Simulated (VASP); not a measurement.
## Br: single point with PBE

Br:

```
CELL_PARAMETERS angstrom
-1.42349 1.42349 3.57752
1.42349 -1.42349 3.57752
1.42349 1.42349 -3.57752
ATOMIC_POSITIONS crystal
Br 0.00000 0.00000 0.00000
```

```yaml
Program: VASP 6.6.1
Task: single point
Functional: PBE
Potentials_or_basis: VASP PAW PBE potentials, release 64 (Br)
Cutoff: 520 eV
k_mesh: 13 × 13 × 13
Occupations: gaussian, width 0.02 eV
Spin: no spin polarisation
Further_INCAR_settings: ALGO = Fast; EDIFF = 1.00e-06
```

```json
{"Pressure": "1.4 GPa", "Band gap on the k mesh": "none (metal or under the smearing width)"}
```

Stress tensor (GPa, compression positive):
```
1.24 0.00 0.00
0.00 1.24 0.00
0.00 0.00 1.70
```

Levels at points of the mesh, in eV from the Fermi level:
| k point | band 1 | band 2 | band 3 | band 4 | band 5 | band 6 | band 7 |
| --- | --- | --- | --- | --- | --- | --- | --- |
| (0.00, 0.00, 0.00) | -16.32 | -2.35 | 0.90 | 0.90 | 5.39 | 9.78 | 10.28 |

Wall time 18 s on 1 thread of Intel(R) Xeon(R) 6975P-C (Granite Rapids), on a shared host, peak memory 0.2 GiB.

Caveat: an odd number of electrons without spin polarisation forces a metal; a magnetic or distorted state may lie lower.
